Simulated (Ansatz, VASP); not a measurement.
**One calculation of CaO, two programs**

```
Ca O
1.0
    -1.55296    1.55296    5.82128
     1.55296   -1.55296    5.82128
     1.55296    1.55296   -5.82128
Ca O
2 2
Direct
  0.04236 0.04236 0.00000
  0.79236 0.29236 0.50000
  0.45764 0.45764 0.00000
  0.20764 0.70764 0.50000
```

The cell was built by a generator and needn't be a form met in nature.

Alike in both runs: task relaxation of cell and atoms; functional PBEsol; k mesh 9 × 9 × 9; occupations fermi-dirac, width 0.05 eV; no spin polarisation.

|  | VASP | Ansatz |
| --- | --- | --- |
| version | VASP 6.6.1 | Ansatz 0.2.0 |
| potentials or method | VASP PAW PBE potentials, release 64 (Ca_sv, O) | Ansatz PAW |
| plane-wave cutoff (eV) | 600 | 420 |
| valence electrons in the cell | 32 | 32 |

```csv
,VASP,Ansatz,Ansatz less VASP
"gap on the k mesh at the Fermi level, each at its own relaxed structure (eV)",3.46,3.48,+0.020
relaxed volume (Å³/atom),13.51,13.44,-0.062
relaxed cell length with the largest relative difference (Å),6.134,6.130,-0.0037
energy change over the relaxation (meV/atom),-6,-8,-1.6
```

Caveats: the PAW data sets were made with another functional, which shifts forces and pressure a little (VASP); an odd mesh through Γ misses points on the zone boundary, where band edges often lie (VASP); odd divisions of the mesh miss points on the zone boundary, where band edges often lie, so the gap on the mesh can be too wide (Ansatz); the plane-wave basis is chosen anew once the cell has moved, so the energies of steps on either side of that aren't comparable (Ansatz); the pressure holds a Pulay correction of +0.5 GPa for the finite cutoff (Ansatz); the PAW data sets come from PBE, with cores solved anew for the run's functional, which leaves a small shift of forces and pressure (Ansatz). As with any semilocal functional, this PBEsol gap is likely too small.
